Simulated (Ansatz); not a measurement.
A plane-wave DFT run in Ansatz 0.2.0 (scalar-relativistic PAW potentials unless the input names others): input and command.

```yaml
crystal:
  lattice:
    - [4.0483016693, 0.0, 0.0]
    - [0.0, 2.9020142868, 2.8859183788]
    - [0.0, -2.9020142868, 2.8859183788]
  atoms:
    - { symbol: Ba, position: [0.0, 0.0080771845, 0.0080771845] }
    - { symbol: Ti, position: [0.5, 0.5197092871, 0.5197092871] }
    - { symbol: O, position: [0.0, 0.491626839, 0.491626839] }
    - { symbol: O, position: [0.5, 0.4938075372, 0.9829991522] }
    - { symbol: O, position: [0.5, 0.9829991522, 0.4938075372] }
basis:
  ecutwfc: 420
kpoints:
  mp_grid: { grid: [6, 6, 6] }
hamiltonian:
  xc: pbe
  hubbard: { sites: [{ species: Ti, l: d, u_eff: 4.0 }] }
scf:
  max_iter: 75
output:
  forces: true
  eigenvalues: true
  stress: true
```

```bash
ansatz run input.yaml --threads 1 --pin off --max-ram 2560MiB --backend cpu --events-out ev --progress --plain --runs-dir out
```

Problem. Will this input run?

Solution. The program refuses it, because of no occupation method (scf.occupations: {"method": "gaussian", "width": 0.05} → not typed). With the sound run's settings it is accepted.

Abridged log:
```
Error: YAML parse error: `scf.occupations.method` is required: fixed only where the cell keeps a band gap throughout the run, explicit beside scf.occupations.values (under evaluate: without them), else a smearing such as fermi_dirac (scf.occupations.width is optional; its entry in the input reference gives the default)
```